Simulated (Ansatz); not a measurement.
Na: from a first guess to the relaxed diamond type

First guess:

```xyz
2
Lattice="0.0000 3.2195 3.2195 3.2195 0.0000 3.2195 3.2195 3.2195 0.0000" Properties=species:S:1:pos:R:3 pbc="T T T"
Na    0.0000    0.0000    0.0000
Na    1.6098    1.6098    1.6098
```

All numbers below come from Ansatz 0.2.0, DFT, PBE, PAW with Ansatz's default frozen-core files, scalar-relativistic.

Cell and atoms relax within the symmetry of the start on a 10×10×10 k mesh with 0.03 eV Fermi–Dirac smearing.

The start is built from a prototype, known or not as a phase of this compound; the cutoff is 420 eV.

Task: What is the pressure of the first guess?

Result: 3.33 GPa.

Task: What does it relax to?

Result: a = 7.575 Å, b = 7.575 Å, c = 7.575 Å, α = 90.00°, β = 90.00°, γ = 90.00° (conventional cell), 54.33 Å³ per atom:
```cif
data_structure
_symmetry_space_group_name_H-M 'Fd-3m:1'
_symmetry_Int_Tables_number 227
_cell_length_a 7.5747
_cell_length_b 7.5747
_cell_length_c 7.5747
_cell_angle_alpha 90.000
_cell_angle_beta 90.000
_cell_angle_gamma 90.000
_cell_volume 434.62
loop_
_atom_site_label
_atom_site_type_symbol
_atom_site_symmetry_multiplicity
_atom_site_Wyckoff_symbol
_atom_site_fract_x
_atom_site_fract_y
_atom_site_fract_z
_atom_site_occupancy
Na1 Na 8 b 0.00000 0.00000 0.50000 1
```

Task: How much energy does the relaxation release?

Result: 151 meV/atom.
